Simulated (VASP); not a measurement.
Data:

```yaml
crystal:
  lattice:
    - [3.74152, 0.00000, 0.00000]
    - [0.00000, 3.74152, 0.00000]
    - [0.00000, 0.00000, 3.74152]
  atoms:
    - { symbol: La, position: [0.00000, 0.00000, 0.00000] }
    - { symbol: Al, position: [0.50000, 0.50000, 0.50000] }
    - { symbol: O, position: [0.50000, 0.00000, 0.50000] }
    - { symbol: O, position: [0.00000, 0.50000, 0.50000] }
    - { symbol: O, position: [0.50000, 0.50000, 0.00000] }
```

These are LDA (Ceperley-Alder, Perdew-Zunger), VASP's LDA PAW potentials (set 64) (plane waves; VASP) values and carry that method's errors. Numerical set-up: 520 eV cut-off, 7×7×7 Γ-centred mesh, tetrahedra with Blöchl corrections, potentials La Al O.

The cores are frozen, which limits the accuracy of field gradients.

Q: Give the principal components of the electric field gradient (V/Å²) and the asymmetry η at each nucleus.

A: 
```json
[
 {"atom": "La1", "Vxx": "0.0", "Vyy": "0.0", "Vzz": "0.0", "η": "-"},
 {"atom": "Al2", "Vxx": "0.0", "Vyy": "0.0", "Vzz": "0.0", "η": "-"},
 {"atom": "O3", "Vxx": "-6.0", "Vyy": "-6.0", "Vzz": "12.0", "η": "0.00"},
 {"atom": "O4", "Vxx": "-6.0", "Vyy": "-6.0", "Vzz": "12.0", "η": "0.00"},
 {"atom": "O5", "Vxx": "-6.0", "Vyy": "-6.0", "Vzz": "12.0", "η": "0.00"}
]
```

The compound is LaAlO3 in the cubic perovskite structure, the ideal cubic form; the compound distorts at low or room temperature. It was relaxed first, which changed the volume by -5 %.
